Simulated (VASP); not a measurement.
Here is a VASP 6.6.1 calculation.

INCAR

```
  ALGO = Fast
  EDIFF = 1E-6
  ENCUT = 520
  GGA = PS
  ISIF = 2
  ISMEAR = 0
  LASPH = True
  LCHARG = False
  LREAL = False
  LWAVE = False
  NBANDS = 15
  NELM = 60
  PREC = Accurate
  SIGMA = 0.15
```

The input KPOINTS:

```
k-points
0
Gamma
  18 18 18
```

The input POSCAR:

```
ZrC
1.0
    0.0000000000      2.3502100000      2.3502100000
    2.3502100000      0.0000000000      2.3502100000
    2.3502100000      2.3502100000      0.0000000000
Zr C
1 1
Direct
    0.5000000000      0.5000000000      0.5000000000
   -0.0106373473     -0.0106373473      0.0106373473
```

Potentials or basis: VASP PAW PBE potentials, release 64 (Zr_sv, C).

Command:

```bash
$ cat potpaw_PBE.64/Zr_sv/POTCAR potpaw_PBE.64/C/POTCAR > POTCAR
$ mpirun -np 1 vasp_std > vasp.out
```

Q: Estimate the largest force.

A: 0.350 eV/Å.

Q: Predict the band gap on the k mesh.

A: None (metal or under the smearing width).

Q: Predict the pressure.

A: -4.0 GPa.

Forces on the atoms (eV/Å):
```
Zr   0.000  0.000 -0.350
C    0.000  0.000  0.350
```

Caveat: the PAW data sets were made with another functional, which shifts forces and pressure a little.
